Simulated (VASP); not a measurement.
Input of a VASP 6.6.1 run:

INCAR

```
SYSTEM = MoSe2
ALGO = Normal
EDIFF = 1E-6
EDIFFG = -0.02
ENCUT = 600
GGA = PE
IBRION = 2
ISIF = 3
ISMEAR = -1
IVDW = 12
LASPH = .True.
LCHARG = .False.
LREAL = .False.
LWAVE = .False.
NELM = 100
NSW = 60
PREC = Accurate
SIGMA = 0.05
```

Contents of KPOINTS:

```
k-points
0
Gamma
  9 9 2
  0 0 0
```

The input POSCAR:

```
MoSe2
1.0
    3.2880000000      0.0000000000      0.0000000000
   -1.6440000000      2.8474915276      0.0000000000
    0.0000000000      0.0000000000     12.9000000000
Mo Se
2 4
Direct
    0.6666666667      0.3333333333      0.7500000000
    0.3333333333      0.6666666667      0.2500000000
    0.6666666667      0.3333333333      0.3750000000
    0.3333333333      0.6666666667      0.8750000000
    0.6666666667      0.3333333333      0.1250000000
    0.3333333333      0.6666666667      0.6250000000
```

Potentials or basis: VASP PAW PBE potentials, release 64 (Mo_sv, Se).

Launch:

```console
$ cat potpaw_PBE.64/Mo_sv/POTCAR potpaw_PBE.64/Se/POTCAR > POTCAR
$ mpirun -np 1 vasp_std > vasp.out
```

Problem. Predict the space group after relaxing (to 0.05 Å).

Solution. P6_3/mmc (No. 194).

Problem. What does it give for the relaxed volume?

Solution. 19.74 Å³/atom.

Final structure:
```
Mo Se
1.0
     3.27866    0.00000    0.00000
    -1.63933    2.83941    0.00000
     0.00000    0.00000   12.72499
Mo Se
2 4
Cartesian
  1.6393 0.9465 9.5437
  0.0000 1.8929 3.1812
  1.6393 0.9465 4.8567
  0.0000 1.8929 11.2192
  1.6393 0.9465 1.5058
  0.0000 1.8929 7.8683
```
